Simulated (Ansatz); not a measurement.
TiO2 at a changed volume: ⁴⁷Ti NMR of the central transition

Cell: an entry of the Crystallography Open Database (COD), relaxed with PBE at fixed cell and then changed (volume scaled by 0.98, ions relaxed).

```cif
data_TiO2
_symmetry_space_group_name_H-M 'P4_2/mnm'
_symmetry_Int_Tables_number 136
_cell_length_a 4.5632
_cell_length_b 4.5632
_cell_length_c 2.9391
_cell_angle_alpha 90.000
_cell_angle_beta 90.000
_cell_angle_gamma 90.000
loop_
_atom_site_label
_atom_site_type_symbol
_atom_site_symmetry_multiplicity
_atom_site_Wyckoff_symbol
_atom_site_fract_x
_atom_site_fract_y
_atom_site_fract_z
Ti Ti 2 a 0.0000 0.0000 0.0000
O O 4 f 0.3036 0.3036 0.0000
```

One atom of each set is listed.

Method: Kohn–Sham DFT in Ansatz, PBE, plane waves and PAW, scalar-relativistic, 420 eV cutoff, Γ-centred 7×7×10 k-points, Fermi–Dirac smearing 0.02 eV.

⁴⁷Ti has I = 5/2 and Q = 302.0 mb (Pyykkö 2018); at 18.8 T its Larmor frequency is ν₀ = 45.2 MHz. Only the quadrupole interaction is simulated: positions count from each site's isotropic chemical shift, and shift anisotropy, dipolar and J coupling are left out.

Problem. Simulate the second-order pattern (static powder, Gaussian broadening 6 kHz) of site Ti (6 O at 1.94–1.96 Å).

Solution. The calculation gives C_Q = -13.2 MHz and η = 0.14, so ν_Q = 1.97 MHz and the centre of gravity lies at -512 ppm (-23.1 kHz).

| offset (kHz) | height |
| --- | --- |
| -95.7 | 0 |
| -91.9 | 2 |
| -88.0 | 21 |
| -84.1 | 51 |
| -80.2 | 63 |
| -76.3 | 70 |
| -72.4 | 80 |
| -68.5 | 98 |
| -64.7 | 100 |
| -60.8 | 81 |
| -56.9 | 69 |
| -53.0 | 62 |
| -49.1 | 57 |
| -45.2 | 54 |
| -41.3 | 52 |
| -37.4 | 50 |
| -33.6 | 48 |
| -29.7 | 47 |
| -25.8 | 46 |
| -21.9 | 46 |
| -18.0 | 45 |
| -14.1 | 45 |
| -10.2 | 45 |
| -6.3 | 45 |
| -2.5 | 43 |
| 1.4 | 38 |
| 5.3 | 36 |
| 9.2 | 37 |
| 13.1 | 38 |
| 17.0 | 41 |
| 20.9 | 44 |
| 24.7 | 48 |
| 28.6 | 54 |
| 32.5 | 65 |
| 36.4 | 87 |
| 40.3 | 95 |
| 44.2 | 65 |
| 48.1 | 23 |
| 52.0 | 2 |
| 55.8 | 0 |

At this changed cell the PBE pressure is 10 GPa.
